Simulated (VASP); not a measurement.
A run of VASP 6.6.1 is set up as follows.

File INCAR:

```
SYSTEM = Si
PREC = Accurate
ENCUT = 520
EDIFF = 1E-6
ISMEAR = 0
SIGMA = 0.01
LREAL = .False.
LASPH = .True.
NELM = 100
ALGO = Normal
ISIF = 2
LWAVE = .False.
LCHARG = .False.
NBANDS = 11
```

KPOINTS

```
Automatic mesh
0
Gamma
  8 8 8
  0 0 0
```

Contents of POSCAR:

```
Si
1.0
   -0.0573530000      2.7249620000      2.6643970000
    2.6852670000     -0.0761020000      2.6831470000
    2.6646140000      2.7230590000     -0.0554490000
Si
2
Direct
    0.5000000000      0.5000000000      0.5000000000
    0.7500000000      0.7500000000      0.7500000000
```

Potentials or basis: VASP PAW LDA potentials, release 64 (Si).

The run is started by

```console
$ cat potpaw_LDA.64/Si/POTCAR > POTCAR
$ mpirun -np 1 vasp_std > vasp.out
```

Task: Estimate the band gap on the k mesh.

Result: 0.33 eV, indirect (least direct gap 2.18 eV).

Task: What does it give for the largest force?

Result: 0.414 eV/Å.

Task: Predict the pressure.

Result: -1.9 GPa.

Stress tensor (GPa, compression positive):
```
-1.24  2.89  1.52
 2.89 -3.35  2.76
 1.52  2.76 -1.17
```

A k mesh can miss the band edges.
